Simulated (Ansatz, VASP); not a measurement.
# SiC (Moissanite 3C) in VASP and in Ansatz

```xyz
2
Lattice="0.0000 1.8771 1.8771 1.8771 0.0000 1.8771 1.8771 1.8771 0.0000" Properties=species:S:1:pos:R:3 pbc="T T T"
Si    0.0000    0.0000    0.0000
C     0.9385    0.9385    0.9385
```

Alike in both runs: task single point; functional r2SCAN; k mesh 10 × 10 × 10; occupations gaussian, width 0.05 eV; no spin polarisation.

```csv
,VASP,Ansatz
version,VASP 6.6.1,Ansatz 0.2.0
potentials or method,"VASP PAW PBE potentials, release 64 (Si, C)","scalar-relativistic, plane waves, PAW"
plane-wave cutoff (eV),520,500
valence electrons in the cell,8,8
```

```csv
,VASP,Ansatz,Ansatz less VASP
gap on the k mesh at the Fermi level (eV),1.30,1.27,-0.034
least direct gap on the mesh (eV),5.45,5.42,-0.021
```

Caveats: the PAW data sets were made with another functional, which shifts forces and pressure a little (VASP). r2SCAN opens gaps a little over a GGA but as a rule still falls short of measured ones. A k mesh can miss the band edges.
